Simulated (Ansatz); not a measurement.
Set up this calculation in Ansatz 0.2.0, as the native input.

```
Task                                : band structure
Functional                          : PBE
Potentials or basis                 : Ansatz PAW earlier set
Cutoff                              : 930 eV (not typed: the program's choice for these potentials)
k mesh                              : 10 × 10 × 10
Occupations                         : fermi-dirac, width 0.05 eV
Spin                                : collinear spin, ferromagnetic start
Starting moments                    : [0.6, 3.0, 0.0, 0.0] μB
Path                                : [["G", "L", "B1"], ["B", "Z", "G", "X"], ["Q", "F", "P1", "Z"], ["L", "P"]]
Points for each segment of the path : 14
```

The system is CrCuO2.

```xyz
4
Lattice="1.4867 0.8583 5.7000 -1.4867 0.8583 5.7000 0.0000 -1.7167 5.7000" Properties=species:S:1:pos:R:3 pbc="T T T"
Cu    0.0000    0.0000    0.0000
Cr    0.0000    0.0000    8.5500
O     0.0000    0.0000   15.2546
O     0.0000    0.0000    1.8454
```

These files were run (other wordings do the same):

input.yaml

```yaml
crystal:
  lattice:
    - [1.4867, 0.8583466452, 5.7]
    - [-1.4867, 0.8583466452, 5.7]
    - [0.0, -1.7166932904, 5.7]
  atoms:
    - { symbol: Cu, position: [0.0, 0.0, 0.0], spin: 0.6 }
    - { symbol: Cr, position: [0.5, 0.5, 0.5], spin: 3.0 }
    - { symbol: O, position: [0.89208, 0.89208, 0.89208] }
    - { symbol: O, position: [0.10792, 0.10792, 0.10792] }
hamiltonian:
  xc: pbe
  pseudopotentials: { kind: paw, source: ansatz }
magnetization:
  spin_polarized: true
kpoints:
  mp_grid: { grid: [10, 10, 10] }
  band_path:
    path:
      - [[0.0, 0.0, 0.0], [0.5, 0.0, 0.0], [0.5, 0.1817843226, -0.1817843226]]
      - [[0.8182156774, 0.5, 0.1817843226], [0.5, 0.5, 0.5], [0.0, 0.0, 0.0], [0.3408921613, 0.0, -0.3408921613]]
      - [[0.6591078387, 0.3408921613, 0.0], [0.5, 0.5, 0.0], [0.6591078387, 0.6591078387, 0.1817843226], [0.5, 0.5, 0.5]]
      - [[0.5, 0.0, 0.0], [0.8182156774, 0.3408921613, 0.3408921613]]
    npoints: 14
scf:
  occupations: { method: fermi_dirac, width: 0.05 }
  n_extra_bands: 10
output:
  forces: true
  stress: true
  eigenvalues: true
  fatbands: true
```

Potentials or basis: Ansatz PAW earlier set.

The run is started by

```sh
$ ansatz run input.yaml --threads 2 --pin off --max-ram 5120MiB --backend cpu --events-out ev --progress --plain --runs-dir out
```

It gave:

```
Pressure                : 4.1 GPa
Largest force           : 0.029 eV/Å
Band gap on the k mesh  : 1.12 eV, indirect (least direct gap 1.29 eV)
Band gap along the path : 1.10 eV, indirect (least direct gap 1.47 eV)
Net moment              : 3.00 μB per cell
Absolute moment         : 3.05 μB per cell
Site moments            : Cu +0.01; Cr +2.40; O +0.01 μB
```

Caveat: only a ferromagnetic start was run, and an antiferromagnetic order may lie lower in energy.

Run time: 72 s on 2 threads of Arm Neoverse V1, with other jobs on the host, peak memory 1 GiB.
